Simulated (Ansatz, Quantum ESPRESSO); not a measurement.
# KI (Pm-3m): the LO frequency by hand

Aim: work out the LO frequency and the static dielectric constant of KI (Pm-3m) from one linear-response run, then check them.

Calculated with Quantum ESPRESSO 8.0 development, patched; DFT LDA, scalar-relativistic, plane waves, PseudoDojo norm-conserving pseudopotentials.

### Step 1. The relaxed structure

The structure is cubic, space group Pm-3m (No. 221). The conventional cell has a = 4.121 Å, b = 4.121 Å, c = 4.121 Å, α = 90.00°, β = 90.00°, γ = 90.00°. Nearest to K lie 8 I at 3.57 Å. Nearest to I lie 8 K at 3.57 Å. Farther neighbours and most contacts between anions are not listed.

This is the cell after its relaxation at this level of theory, not the database cell from which that began.

### Step 2. What the response run gave

A linear-response run on the relaxed cell, with the response to an electric field; only its zone-centre results are used. Cutoff 72 Ry, k mesh 6×6×6.

Log:

```text
[banners, grids, parts of the stress and lines that vanish by symmetry left out]
Program PHONON v.8.0dev
     Dynamical matrices for q-points given in input
     (   1q-points):
[...]
Exchange-correlation= PW
                           (   1   4   0   0   0   0   0)
[...]
kinetic-energy cut-off    =      72.0000  Ry
     charge density cut-off    =     288.0000  Ry
     convergence threshold     =      1.0E-18
[...]
Exchange-correlation= PW
                           (   1   4   0   0   0   0   0)
[...]
q = (   0.0000000   0.0000000   0.0000000 )
     49 Sym.Ops. (with q -> -q+G )
     G cutoff =  442.4218  (  39007 G-vectors)     FFT grid: ( 45, 45, 45)
     number of k points=    20
[...]
Mode symmetry, O_h (m-3m)  point group:
[...]
Dielectric constant
[...]
End of electric fields calculation
          Dielectric constant in cartesian axis
          (       3.622613179       0.000000000       0.000000000 )
          (       0.000000000       3.622613179       0.000000000 )
          (       0.000000000       0.000000000       3.622613179 )
          Effective charges (d Force / dE) in cartesian axis without acoustic sum rule applied (asr)
           atom    1  K     Mean Z*:        1.22816
      Ex  (        1.22816        0.00000        0.00000 )
      Ey  (        0.00000        1.22816        0.00000 )
      Ez  (        0.00000        0.00000        1.22816 )
           atom    2  I     Mean Z*:       -1.24851
      Ex  (       -1.24851        0.00000        0.00000 )
      Ey  (        0.00000       -1.24851        0.00000 )
      Ez  (        0.00000        0.00000       -1.24851 )
          Effective charges Sum: Mean:       -0.02035
[...]
Effective charges (d Force / dE) in cartesian axis with asr applied:
           atom    1  K     Mean Z*:        1.23834
[...]
atom    2  I     Mean Z*:       -1.23834
[...]
Dielectric constant from finite-differences
          (       3.622601125       0.000000000       0.000000000 )
          (       0.000000000       3.622601125       0.000000000 )
          (       0.000000000       0.000000000       3.622601125 )
[...]
(       0.000000000       0.000000000       0.000000000 )
          (       0.000000000       0.000000000      -0.000000000 )
          (       0.000000000      -0.000000000       0.000000000 )
          (       0.000000000       0.000000000       0.000000000 )
          (       0.000000000       0.000000000       0.000000000 )
          (      -0.000000000       0.000000000       0.000000000 )
          (       0.000000000       0.000000000       0.000000000 )
          (       0.000000000       0.000000000       0.000000000 )
[...]
(       0.000000000       0.000000000       0.000000000 )
          (      -0.000000000       0.000000000       0.000000000 )
          (       0.000000000       0.000000000       0.000000000 )
          (       0.000000000       0.000000000       0.000000000 )
          (       0.000000000       0.000000000       0.000000000 )
[...]
Representation #   1 modes #   1   2   3
[...]
End of self-consistent calculation
     Convergence has been achieved
     Representation #   2 modes #   4   5   6
[...]
End of self-consistent calculation
     Convergence has been achieved
[...]
Dielectric constant in cartesian axis
          (       3.622613179       0.000000000       0.000000000 )
          (       0.000000000       3.622613179       0.000000000 )
          (       0.000000000       0.000000000       3.622613179 )
          Effective charges (d Force / dE) in cartesian axis without acoustic sum rule applied (asr)
           atom    1  K     Mean Z*:        1.22816
      Ex  (        1.22816        0.00000        0.00000 )
      Ey  (        0.00000        1.22816        0.00000 )
      Ez  (        0.00000        0.00000        1.22816 )
           atom    2  I     Mean Z*:       -1.24851
      Ex  (       -1.24851        0.00000        0.00000 )
      Ey  (        0.00000       -1.24851        0.00000 )
      Ez  (        0.00000        0.00000       -1.24851 )
          Effective charges Sum: Mean:       -0.02035
[...]
Effective charges (d Force / dE) in cartesian axis with asr applied:
           atom    1  K     Mean Z*:        1.23834
[...]
atom    2  I     Mean Z*:       -1.23834
[...]
q = (    0.000000000   0.000000000   0.000000000 )
[...]
freq (    1) =      -0.019682 [THz] =      -0.656524 [cm-1]
     freq (    2) =      -0.019682 [THz] =      -0.656524 [cm-1]
     freq (    3) =      -0.019682 [THz] =      -0.656524 [cm-1]
     freq (    4) =       2.640000 [THz] =      88.060919 [cm-1]
     freq (    5) =       2.640000 [THz] =      88.060919 [cm-1]
     freq (    6) =       2.640000 [THz] =      88.060919 [cm-1]
[...]
Mode symmetry, O_h (m-3m)  point group:
     freq (   1-   3) =         -0.7  [cm-1]   --> T_1u G_15  G_4- I
     freq (   4-   6) =         88.1  [cm-1]   --> T_1u G_15  G_4- I

   JOB DONE.
```

```
                       quantity    value
             cell volume Ω (Å³)   69.986
                  mass of K (u)   39.098
                  mass of I (u)  126.904
      Born charge of K, raw (e)    1.228
      Born charge of I, raw (e)   -1.248
                             ε∞    3.623
ω(TO) after the sum rule (cm⁻¹)     88.1
```

### Step 3. The calculation

The charges must sum to zero over the cell; taking off their mean, -0.010 e, leaves Z* = 1.238 e on K. In the polar mode K moves against I, so the reduced mass is μ = 39.10 × 126.90 / 166.00 = 29.890 u.

A longitudinal wave builds up a field that adds to the restoring force: ω(LO)² = ω(TO)² + 4π Z*² / (μ Ω ε∞), in Hartree atomic units. With μ = 54485 electron masses and Ω = 472.29 bohr³ the second term is 2.0672e-07 Ha², or 9958 cm⁻² (1 Ha = 219474.6 cm⁻¹).

So ω(LO) = √(7756 + 9958) = 133.1 cm⁻¹, and by the Lyddane-Sachs-Teller relation ε₀ = ε∞ (ω(LO)/ω(TO))² = 8.27.

### Step 4. Check against the program

The analysis program adds the same non-analytic term to the full matrix, here for q along (1 0 0).

Log:

```text
[banner, memory and clock lines left out]
Program DYNMAT v.8.0dev

     Reading Dynamical Matrix from file g.dyn
     ...Force constants read
     ...epsilon and Z* read
     ...Raman cross sections read

     Polarizability (A^3 units)
     multiply by 0.533560 for Clausius-Mossotti correction (not under assume_isolated = 'mt')
        14.606069    0.000000    0.000000
         0.000000   14.606069    0.000000
         0.000000    0.000000   14.606069

     IR activities are in (D/A)^2/amu units

# mode   [cm-1]    [THz]      IR
    1     -0.00   -0.0000    0.0000
    2     -0.00   -0.0000    0.0000
    3     -0.00   -0.0000    0.0000
    4     88.07    2.6403    1.1837
    5     88.07    2.6403    1.1837
    6    133.09    3.9900    1.1837
```

ε₀ comes from the program's run without a direction of q.

| quantity | by hand | program |
| --- | --- | --- |
| ω(LO) (cm⁻¹) | 133.1 | 133.1 |
| ε₀ | 8.27 | 8.27 |

### Step 5. What came out

```yaml
to_mode: 88.07 cm⁻¹
lo_mode: 133.1 cm⁻¹
static_dielectric_constant: 8.273
```

In words: The LO mode of KI (Pm-3m) lies at 133 cm⁻¹, 45 cm⁻¹ above the TO mode; the formula meets the program within 0.1 cm⁻¹, as it must for a cubic crystal with one polar mode. ω(LO)² − ω(TO)² goes with Z*²/ε∞: an error of 5 % in ε∞ would move the LO mode by 1.8 cm⁻¹, and semilocal functionals tend to overestimate ε∞. The raw charges miss their sum by 0.020 e, a sign that the k mesh is short for the field response, so ε∞ may be some per cent too high. These are harmonic values at zero temperature, at the volume of this functional, for the structure held cubic; stability elsewhere in the zone is no part of this calculation.

[Host names and launcher messages were left out of these logs when they were recorded.]

[Logs are printed without paths, hosts, clocks, repeated set-up lines and the standing remarks that a program may print on its own settings, such as how far it seeks lower states.]

[Hosts, paths, dates, database ids (printed as entryN), source tags and the programs' standing remarks are cut or masked in the printed files.]
